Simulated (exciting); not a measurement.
# AgI: the Ag L₃ edge from the Bethe–Salpeter equation, part 2 of 3

How far do the exchange and direct terms reshape the Ag L₃ edge of AgI?

exciting sodium; X-ray absorption, core-level Bethe-Salpeter equation, exchange and statically screened direct term, Tamm-Dancoff, all-electron LAPW+lo PBE.

So far. Step 3 (A richer basis for the empty states): Against the first ground state the total energy moves by -6 meV an atom and the gap by -0.01 eV.

The database entry behind the starting cell differs from later determinations by our own check (about 0.3 % short), so it need not match the best structure at ambient conditions.

## (4) Screening, kernels and BSE for Ag atom 2

The absorber has 4 I at 2.80 Å (tetrahedral, site symmetry -43m).

Input file input.xml:

```
<input>
  <title>AgI</title>
  <structure speciespath="." autormt="false" epslat="1.0e-5">
    <crystal>
      <basevect>0.0000000000 6.1160986012 6.1160986012</basevect>
      <basevect>6.1160986012 0.0000000000 6.1160986012</basevect>
      <basevect>6.1160986012 6.1160986012 0.0000000000</basevect>
    </crystal>
    <species speciesfile="I.xml" rmt="2.300">
      <atom coord="0.7500000000 0.7500000000 0.7500000000"/>
    </species>
    <species speciesfile="Ag.xml" rmt="2.300">
      <atom coord="0.0000000000 0.0000000000 0.0000000000"/>
    </species>
  </structure>
  <groundstate do="skip" xctype="GGA_PBE" ngridk="4 4 4" rgkmax="7" gmaxvr="14" nempty="8" swidth="0.001" maxscl="100" epsengy="1e-5"/>
  <xs xstype="BSE" ngridk="4 4 4" ngridq="4 4 4" vkloff="0.097 0.273 0.493" rgkmax="7" nempty="29" gqmax="3" lmaxapwwf="5" lmaxemat="3" broad="0.04410" tevout="true">
    <energywindow intv="120.271 121.888" points="439"/>
    <screening screentype="full" nempty="50"/>
    <BSE xas="true" xasspecies="2" xasatom="1" xasedge="L3" bsetype="singlet" nstlxas="1 25"/>
    <qpointset>
      <qpoint>0 0 0</qpoint>
    </qpointset>
    <plan>
      <doonly task="xsgeneigvec"/>
      <doonly task="writepmatxs"/>
      <doonly task="scrgeneigvec"/>
      <doonly task="scrwritepmat"/>
      <doonly task="screen"/>
      <doonly task="scrcoulint"/>
    </plan>
  </xs>
</input>
```

Input file input.xml for the exchange start (cutoff and plan only):

```
  gqmax="2"
  <plan>
    <doonly task="exccoulint"/>
  </plan>
```

Input file input.xml for the last start (plan only):

```
  <plan>
    <doonly task="bse"/>
  </plan>
```

Run with:

```sh
> OMP_NUM_THREADS=1 mpirun -n 4 exciting
> OMP_NUM_THREADS=1 mpirun -n 4 exciting
> OMP_NUM_THREADS=4 exciting
```

Numbers of over 12 decimals in the logs are rounded to 6 here.

Log:

```text
| EXCITING SODIUM started for task xsgeneigvec ( 301)                          =
One-shot GS runs for BSE calculations
One-shot GS runs for k+qmt/2 grids
Info(xsgeneigvec): Generating eigenvectors for Q-point      1
Info(xsgeneigvec): Generation of eigenvectors finished
| EXCITING SODIUM started for task writepmatxs ( 320)                          =
Info(writepmatxs): Momentum matrix elements finished
| EXCITING SODIUM started for task scrgeneigvec ( 401)                         =
One-shot GS runs for BSE calculations
One-shot GS runs for k+qmt/2 grids
Info(xsgeneigvec): Generating eigenvectors for Q-point      1
Using screening GS parameters.
Info(xsgeneigvec): Generation of eigenvectors finished
| EXCITING SODIUM started for task scrwritepmat ( 420)                         =
Info(writepmatxs): Momentum matrix elements finished
Info(scrwritepmat): Momentum matrix elements for screening finished
| EXCITING SODIUM started for task screen ( 430)                               =
Info(screenlauncher): Calculating screening for unshifted q-grid.
Info(screenlauncher): Number of q points:      10
Info(screenlauncher): lowest (partially)  unoccupied state:     19
Info(screenlauncher): highest (partially) occupied state  :     18
Info(screenlauncher): number of occupied states considered:   18
Info(screenlauncher): number of unoccupied states considered:   51
Info(screenlauncher): Starting loop over q-points
Info(screenlauncher): Screening for unshifted q-grid finished
Info(screenlauncher): Screening finished
| EXCITING SODIUM started for task scrcoulint ( 440)                           =
Info(scrcoulintlauncher): Setting up screened Coulomb interaction matrix W.
Info(scrcoulintlauncher): Using momentum transfer vectors from list :   1 to  1
Info(scrcoulintlauncher): Calculating screened Coulomb interaction matrix W
Info(scrcoulintlauncher): Momentum transfer list index: iqmt=  1
Info(scrcoulintlauncher): Momentum transfer: vqmtl=   0.000   0.000   0.000
Info(scrcoulintlauncher): Calculating RR block of W
Info(scrcoulint): Inspecting occupations...
Info(setranges_modxs): Number of non-reduced k-points:       64
Info(setranges_modxs): Number of states considered:       48
Info(setranges_modxs): Number of (partially) occupied states:       28
Info(setranges_modxs): Highest (partially) occupied states:       18
Info(setranges_modxs): Number of (partially) unoccupied states:       30
Info(setranges_modxs): Lowest (partially) unoccupied states:       19
Info(scrcoulint): Selecting transitions...
Info(select_transitions): Inspecting transitions in the  band interval:
  lowest occupied state:   7
  highest occupied state:  10
  lowest unoccupied state:  19
  highest unoccupied state:  43
  Opening gap with a scissor of:      0.000/H      0.000/eV
Info(select_transitions): Number of participating transitions:    6400
Info(scrcoulint): Size of file SCCLI will be about     0.309944 GB
Info(scrcoulint): Using q-grid
Info(scrcoulint): Number of reduced q-points:     10
Info(scrcoulint): Number of non-reduced q-points:     64
Info(scrcoulint): Calculating W(G1,G2,qr) fourier coefficients
Info(scrcoulint): Calculating W matrix elements
Info(scrcoulintlauncher): Screened coulomb interaction finished for iqmt=   1
| EXCITING SODIUM started for task exccoulint ( 441)                           =
Info(exccoulintlauncher): Setting up exchange interaction matrix V.
Info(exccoulintlauncher): Using momentum transfer vectors from list :   1 to  1
Info(exccoulintlauncher):Calculating exchange interaction matrix V
Info(exccoulintlauncher): Momentum transfer list index: iqmt=  1
Info(exccoulintlauncher): Momentum transfer: vqmtl=   0.000   0.000   0.000
Info(exccoulintlauncher): Calculating RR block of V
Info(exccoulint): Inspecting occupations...
Info(setranges_modxs): Number of non-reduced k-points:       64
Info(setranges_modxs): Number of states considered:       48
Info(setranges_modxs): Number of (partially) occupied states:       28
Info(setranges_modxs): Highest (partially) occupied states:       18
Info(setranges_modxs): Number of (partially) unoccupied states:       30
Info(setranges_modxs): Lowest (partially) unoccupied states:       19
Info(exccoulint): Selecting transitions...
Info(select_transitions): Inspecting transitions in the  band interval:
  lowest occupied state:   7
  highest occupied state:  10
  lowest unoccupied state:  19
  highest unoccupied state:  43
  Opening gap with a scissor of:      0.000/H      0.000/eV
Info(select_transitions): Number of participating transitions:    6400
Info(exccoulint): Size of file EXCLI will be about     0.309944 GB
Info(exccoulint): Generating plane wave matrix elements for momentum transfer iqmt=   1
  Timing (in seconds)	   :     366.669
Info(exccoulint): Generating V matrix elements
Info(exccoulint): Zeroing Coulomb potential at G+qmt index:  1
Info(exccoulintlauncher): Exchange interaction finished for iqmt=   1
| EXCITING SODIUM started for task bse ( 445)                                  =
Info(bselauncher): Init time:    0.715566
Info(bselauncher): Setting up and diagonalizing BSE Hamiltonian.
Info(bselauncher): Using momentum transfer vectors from list :   1 to  1
Info(bselauncher): Distributing qmt-points over   1 processes.
Info(bselauncher): BSE type: singlet
Info(bselauncher): Momentum transfer list index: iqmt=  1
Info(bselauncher): Momentum transfer: vqmtl=   0.000   0.000   0.000
Info(bse): Inspecting occupations...
Info(setranges_modxs): Number of non-reduced k-points:       64
Info(setranges_modxs): Number of states considered:       48
Info(setranges_modxs): Number of (partially) occupied states:       28
Info(setranges_modxs): Highest (partially) occupied states:       18
Info(setranges_modxs): Number of (partially) unoccupied states:       30
Info(setranges_modxs): Lowest (partially) unoccupied states:       19
Info(select_transitions): Inspecting transitions in the  band interval:
  lowest occupied state:   7
  highest occupied state:  10
  lowest unoccupied state:  19
  highest unoccupied state:  43
  Opening gap with a scissor of:      0.000/H      0.000/eV
Info(select_transitions): Number of participating transitions:    6400
Info(bse): Selecting transitions...
Info(bse):bsegap (eV):  3285.286903
Info(bse): Assembling BSE matrix
  RR/RA blocks of global BSE-Hamiltonian:
  Size of the Hamiltonian:    6400
  Number of k-points:      64
  Distributing matrix to   1 processes
  Local matrix shape   6400 x  6400
Info(bse): max local RAM needed for BSE matrices ~     0.610352 GB
Info(setup_bse_block): Setting up RR part of hamiltonian
Info(setup_bse_block): Singlet spin state
Info(bse): Diagonalizing RR Hamiltonian (TDA)
Info(bse): Invoking Lapack routine ZHEEVR
      6400 eigen solutions found in the interval:
         i1=       1 i2=    6400
Info(bse): Writing excition energies and oscillator strengths to text file.
Info(makespectrum_dist): Making spectrum using formula for coupling with time reversed AR basis.
Info(makespectrum_dist): Using formalism for vanishing momentum transfer.
Info(writederived): Writing quantities derived from the macroscopic dielectric function.
Info(bselauncher): Spectrum finished for iqmt=  1
Info(bselauncher): All done for BSE type singlet
```

Run time: 15 min. Hardware: 4 MPI ranks of Arm Neoverse V2, shared host.

Wall time by task: xsgeneigvec 5.5 s, writepmatxs 7.4 s, scrgeneigvec 3.1 s, scrwritepmat 2.4 s, screen 99 s, scrcoulint 3.9 min, exccoulint 6.2 min, bse 2.6 min.

The Ag L₃ spectrum of Ag atom 2 (energy from the Kohn–Sham onset, core level to the lowest empty state found on the meshes used, 3284.74 eV; the ground-state mesh sets it, and the shifted mesh has its lowest transition 0.54 eV above it; Im ε scaled to the maximum of the singlet run; cut below the end of the band set):

```csv
E (eV),Im ε
-9.5,0.03
-9.0,0.03
-8.5,0.03
-8.0,0.03
-7.5,0.04
-7.0,0.04
-6.5,0.04
-6.0,0.05
-5.5,0.05
-5.0,0.06
-4.5,0.06
-4.0,0.07
-3.5,0.08
-3.0,0.09
-2.5,0.11
-2.0,0.13
-1.5,0.16
-1.0,0.21
-0.5,0.27
0.0,0.35
0.5,0.46
1.0,0.58
1.5,0.71
2.0,0.82
2.5,0.84
3.0,0.84
3.5,0.85
4.0,0.87
4.5,0.88
5.0,0.88
5.5,0.89
6.0,0.92
6.5,0.96
7.0,0.99
7.5,0.99
8.0,1.00
8.5,1.00
9.0,0.99
9.5,0.97
10.0,0.96
10.5,0.94
11.0,0.92
11.5,0.92
12.0,0.93
12.5,0.94
13.0,0.94
13.5,0.92
14.0,0.90
14.5,0.89
15.0,0.88
15.5,0.86
16.0,0.86
16.5,0.87
17.0,0.88
17.5,0.90
18.0,0.90
18.5,0.89
19.0,0.87
19.5,0.82
20.0,0.78
20.5,0.73
21.0,0.70
```

Maxima (height): 8.4 eV (1.00), 12.9 eV (0.94) and 17.9 eV (0.90).

The Hamiltonian has 6400 rows. The lowest groups of eigenvalues and the brightest ones, on the scale above (the program counts from the shifted mesh's onset, 0.54 eV higher). Core spinors bring spin-forbidden partners, so dark means forbidden by spin or by symmetry, and the shifted mesh splits states that symmetry would keep together:

```csv
energy (eV),states within 10 meV,relative strength
0.003,4,0.74
0.385,4,0.74
0.633,4,0.35
0.823,4,0.20
0.942,4,0.14
1.031,4,0.092
1.922,8,0.70
2.130,4,1.00
3.314,8,0.79
6.849,4,0.77
6.875,4,0.73
```

## (5) Independent particles

input.xml, as its differences from that of step 4:

```diff
@@ -19,3 +19,3 @@
     <screening screentype="full" nempty="50"/>
-    <BSE xas="true" xasspecies="2" xasatom="1" xasedge="L3" bsetype="singlet" nstlxas="1 25"/>
+    <BSE xas="true" xasspecies="2" xasatom="1" xasedge="L3" bsetype="IP" nstlxas="1 25"/>
     <qpointset>
@@ -24,8 +24,3 @@
     <plan>
-      <doonly task="xsgeneigvec"/>
-      <doonly task="writepmatxs"/>
-      <doonly task="scrgeneigvec"/>
-      <doonly task="scrwritepmat"/>
-      <doonly task="screen"/>
-      <doonly task="scrcoulint"/>
+      <doonly task="bse"/>
     </plan>
```

Run with:

```sh
> OMP_NUM_THREADS=4 exciting
```

Log:

```text
| EXCITING SODIUM started for task bse ( 445)                                  =
Info(bselauncher): Init time:    0.716606
Info(bselauncher): Setting up and diagonalizing BSE Hamiltonian.
Info(bselauncher): Using momentum transfer vectors from list :   1 to  1
Info(bselauncher): Distributing qmt-points over   1 processes.
Info(bselauncher): BSE type: IP
Info(bselauncher): Momentum transfer list index: iqmt=  1
Info(bselauncher): Momentum transfer: vqmtl=   0.000   0.000   0.000
Info(bse): Inspecting occupations...
Info(setranges_modxs): Number of non-reduced k-points:       64
[...]
highest unoccupied state:  43
  Opening gap with a scissor of:      0.000/H      0.000/eV
Info(select_transitions): Number of participating transitions:    6400
Info(bse): Selecting transitions...
Info(bse):bsegap (eV):  3285.286903
Info(bse): IP requested, nothing much to do
Info(bse): Writing excition energies and oscillator strengths to text file.
Info(makespectrum_dist): Making spectrum using formula for coupling with time reversed AR basis.
Info(makespectrum_dist): Using formalism for vanishing momentum transfer.
Info(writederived): Writing quantities derived from the macroscopic dielectric function.
Info(bselauncher): Spectrum finished for iqmt=  1
Info(bselauncher): All done for BSE type IP
```

Run time: 1.5 s. Hardware: 4 threads.

Maxima (height): 14.1 eV (0.95) and 19.9 eV (1.08). Against the singlet run the r.m.s. difference is 24 %. Moving the earlier curve by +2.3 eV leaves 13 %. The highest maximum lies at 19.9 eV (1.08), against 8.4 eV (1.00).

## (6) Exchange alone

input.xml, as its differences from that of step 5:

```diff
@@ -19,3 +19,3 @@
     <screening screentype="full" nempty="50"/>
-    <BSE xas="true" xasspecies="2" xasatom="1" xasedge="L3" bsetype="IP" nstlxas="1 25"/>
+    <BSE xas="true" xasspecies="2" xasatom="1" xasedge="L3" bsetype="RPA" nstlxas="1 25"/>
     <qpointset>
```

Run with:

```sh
> OMP_NUM_THREADS=4 exciting
```

Log:

```text
| EXCITING SODIUM started for task bse ( 445)                                  =
Info(bselauncher): Init time:    0.835807
Info(bselauncher): Setting up and diagonalizing BSE Hamiltonian.
Info(bselauncher): Using momentum transfer vectors from list :   1 to  1
Info(bselauncher): Distributing qmt-points over   1 processes.
Info(bselauncher): BSE type: RPA
Info(bselauncher): Momentum transfer list index: iqmt=  1
Info(bselauncher): Momentum transfer: vqmtl=   0.000   0.000   0.000
Info(bse): Inspecting occupations...
Info(setranges_modxs): Number of non-reduced k-points:       64
[...]
Info(setup_bse_block): Setting up RR part of hamiltonian
Info(setup_bse_block): Using RPA approximation
Info(bse): Diagonalizing RR Hamiltonian (TDA)
Info(bse): Invoking Lapack routine ZHEEVR
      6400 eigen solutions found in the interval:
         i1=       1 i2=    6400
Info(bse): Writing excition energies and oscillator strengths to text file.
Info(makespectrum_dist): Making spectrum using formula for coupling with time reversed AR basis.
Info(makespectrum_dist): Using formalism for vanishing momentum transfer.
Info(writederived): Writing quantities derived from the macroscopic dielectric function.
Info(bselauncher): Spectrum finished for iqmt=  1
Info(bselauncher): All done for BSE type RPA
```

It took 2.6 min on 4 threads.

Maxima (height): 14.1 eV (0.95) and 19.9 eV (1.08). The spectrum is that of the independent-particle run within 1 %.

## (7) Another input

In this try the input is made faulty on purpose, to show what that does.

input.xml, as its differences from that of step 6:

```diff
@@ -18,4 +18,4 @@
     <energywindow intv="120.271 121.888" points="439"/>
-    <screening screentype="full" nempty="50"/>
-    <BSE xas="true" xasspecies="2" xasatom="1" xasedge="L3" bsetype="RPA" nstlxas="1 25"/>
+    <screening screentype="full" nempty="3"/>
+    <BSE xas="true" xasspecies="2" xasatom="1" xasedge="L3" bsetype="singlet" nstlxas="1 25"/>
     <qpointset>
@@ -24,3 +24,6 @@
     <plan>
-      <doonly task="bse"/>
+      <doonly task="scrgeneigvec"/>
+      <doonly task="scrwritepmat"/>
+      <doonly task="screen"/>
+      <doonly task="scrcoulint"/>
     </plan>
```

Input file input.xml for the last start (plan only):

```
  <plan>
    <doonly task="bse"/>
  </plan>
```

Run with:

```sh
> OMP_NUM_THREADS=1 mpirun -n 4 exciting
> OMP_NUM_THREADS=4 exciting
```

Log:

```text
| EXCITING SODIUM started for task scrgeneigvec ( 401)                         =
One-shot GS runs for BSE calculations
One-shot GS runs for k+qmt/2 grids
Info(xsgeneigvec): Generating eigenvectors for Q-point      1
Using screening GS parameters.
Info(xsgeneigvec): Generation of eigenvectors finished
| EXCITING SODIUM started for task scrwritepmat ( 420)                         =
Info(writepmatxs): Momentum matrix elements finished
Info(scrwritepmat): Momentum matrix elements for screening finished
| EXCITING SODIUM started for task screen ( 430)                               =
[...]
Info(setup_bse_block): Setting up RR part of hamiltonian
Info(setup_bse_block): Singlet spin state
Info(bse): Diagonalizing RR Hamiltonian (TDA)
Info(bse): Invoking Lapack routine ZHEEVR
      6400 eigen solutions found in the interval:
         i1=       1 i2=    6400
Info(bse): Writing excition energies and oscillator strengths to text file.
Info(makespectrum_dist): Making spectrum using formula for coupling with time reversed AR basis.
Info(makespectrum_dist): Using formalism for vanishing momentum transfer.
Info(writederived): Writing quantities derived from the macroscopic dielectric function.
Info(bselauncher): Spectrum finished for iqmt=  1
Info(bselauncher): All done for BSE type singlet
```

Elapsed: 6.8 min, on 4 MPI ranks.

Wall time by task: scrgeneigvec 4.8 s, scrwritepmat 2.2 s, screen 25 s, scrcoulint 3.7 min, bse 2.4 min.

The input has a fault: far too few empty states in the screening. Against the singlet run the r.m.s. difference is 10 %. The highest maximum lies at 6.9 eV (1.05), against 8.4 eV (1.00). The first bright state moves from 0.00 to -0.36 eV. Too few states underscreen, so the attraction is too strong.

```csv
E (eV),first run,this run
-9.0,0.03,0.03
-8.0,0.03,0.04
-7.0,0.04,0.04
-6.0,0.05,0.05
-5.0,0.06,0.06
-4.0,0.07,0.08
-3.0,0.09,0.11
-2.0,0.13,0.17
-1.0,0.21,0.29
0.0,0.35,0.46
1.0,0.58,0.72
2.0,0.82,0.96
3.0,0.84,0.94
4.0,0.87,0.97
5.0,0.88,0.96
6.0,0.92,1.00
7.0,0.99,1.05
8.0,1.00,1.04
9.0,0.99,1.01
10.0,0.96,0.96
11.0,0.92,0.90
12.0,0.93,0.91
13.0,0.94,0.90
14.0,0.90,0.85
15.0,0.88,0.83
16.0,0.86,0.81
17.0,0.88,0.83
18.0,0.90,0.82
19.0,0.87,0.76
20.0,0.78,0.67
21.0,0.70,0.60
```

(Part 2 of 3 ends here.)

[Banner, clock and machine lines of the logs are left out without a mark of their own.]

[Logs are printed without paths, hosts, clocks, repeated set-up lines and the standing remarks that a program may print on its own settings, such as how far it seeks lower states.]

[Hosts, paths, dates, database ids (printed as entryN), source tags and the programs' standing remarks are cut or masked in the printed files.]
